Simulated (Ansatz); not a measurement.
Write the native input for Ansatz 0.2.0 that does the following.

```
Task                : single point
Functional          : PBEsol
Potentials or basis : Ansatz PAW
Cutoff              : 420 eV (not typed: the program's choice for these potentials)
k mesh              : 6 × 6 × 6
Occupations         : fermi-dirac, width 0.05 eV
Spin                : collinear spin, ferromagnetic start
Starting moments    : [0.7333333333, 0.7333333333, 0.7333333333, 0.0] μB
Fixed moment        : 2.2 μB
```

The system is AlNi3.

```
CELL_PARAMETERS angstrom
3.52305 0.00000 0.00000
0.00000 3.52305 0.00000
0.00000 0.00000 3.52305
ATOMIC_POSITIONS crystal
Ni 0.50000 0.50000 0.00000
Ni 0.50000 0.00000 0.50000
Ni 0.00000 0.50000 0.50000
Al 0.00000 0.00000 0.00000
```

The cell is a database's computed one.

These files were run (other wordings do the same):

input.yaml

```yaml
crystal:
  lattice:
    - [3.5230547267, 0.0, 0.0]
    - [0.0, 3.5230547267, 0.0]
    - [0.0, 0.0, 3.5230547267]
  atoms:
    - { symbol: Ni, position: [0.5, 0.5, 0.0], spin: 0.7333333333 }
    - { symbol: Ni, position: [0.5, 0.0, 0.5], spin: 0.7333333333 }
    - { symbol: Ni, position: [0.0, 0.5, 0.5], spin: 0.7333333333 }
    - { symbol: Al, position: [0.0, 0.0, 0.0] }
hamiltonian:
  xc: pbesol
  pseudopotentials: { kind: paw }
magnetization:
  spin_polarized: true
  initial_magnetization: 2.2
  spin_locking: { lock_magnetization: hard }
kpoints:
  mp_grid: { grid: [6, 6, 6] }
scf:
  occupations: { method: fermi_dirac, width: 0.05 }
  lower_state_search: "off"
output:
  forces: true
  stress: true
  eigenvalues: true
```

Potentials or basis: Ansatz PAW.

Run with:

```sh
$ ansatz run input.yaml --threads 2 --pin off --max-ram 5632MiB --backend cpu --events-out ev --progress --plain --runs-dir out
```

It gave:

```
Pressure        : 2.9 GPa
Net moment      : 2.20 μB per cell
Absolute moment : 2.20 μB per cell
Site moments    : Ni +0.69; Al +0.04 μB
```

Caveat: the total moment is fixed, so each spin has its own Fermi level; the PAW data sets come from PBE, with cores solved anew for the run's functional, which leaves a small shift of forces and pressure; the thresholds are loose for stress.

Wall time 1.2 s on 2 threads of Intel(R) Xeon(R) 6975P-C (Granite Rapids), with other jobs on the host, peak memory 0.37 GiB.
